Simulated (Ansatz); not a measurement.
## A strain series on NaF (rocksalt): epitaxial in the xy plane

Rocksalt NaF, relaxed with r2SCAN in Ansatz 0.2.0, then strained (epitaxial in the xy plane; changes of length per length, axes as in the cell below) with the atoms relaxed again within the symmetry that is left. The symmetry is Fm-3m (No. 225, cubic); a = 4.594 Å in the conventional setting, 12.12 Å³ an atom. Na is surrounded by 6 F at 2.30 Å; F is surrounded by 6 Na at 2.30 Å. Spin-unpolarised throughout; all numbers are computed.

```yaml
crystal:
  lattice:
    - [0.00000, 2.29717, 2.29717]
    - [2.29717, 0.00000, 2.29717]
    - [2.29717, 2.29717, 0.00000]
  atoms:
    - { symbol: Na, position: [0.00000, 0.00000, 0.00000] }
    - { symbol: F, position: [0.50000, 0.50000, 0.50000] }
```

Gaps are the least over each mesh (PBE 10×10×10, r2SCAN 10×10×10, HSE06 6×6×6 when unstrained) and the special points, which keep their unstrained names; stress is the change from the unstrained cell, compression positive.

```
strain (%)  free normal strain (%)  gap, PBE (eV)  gap, r2SCAN (eV)  gap, HSE06 (eV)  edges, HSE06  in-plane stress, r2SCAN (GPa)  energy rise, r2SCAN (meV/atom)
      -2.0                   +0.79          6.641             7.470            8.836             Γ                          +3.05                             4.4
       0.0                    0.00          6.456             7.282            8.635             Γ                           0.00                             0.0
      +1.0                   -0.37          6.367             7.188            8.535             Γ                          -1.24                             1.0
      +2.5                   -0.90          6.234             7.050            8.387             Γ                          -2.78                             5.6
     +2.56                   -0.92          6.229             7.045            8.382             Γ                          -2.84                             5.9
      +3.0                   -1.07          6.191             7.005            8.339             Γ                          -3.22                             7.9
```

Between zero and the nearest strains the slope of the HSE06 gap against strain is -0.100 eV per percent for negative and -0.100 for positive strain.

The meshes of the hybrids are coarse, so their gaps aren't converged to the digits shown.
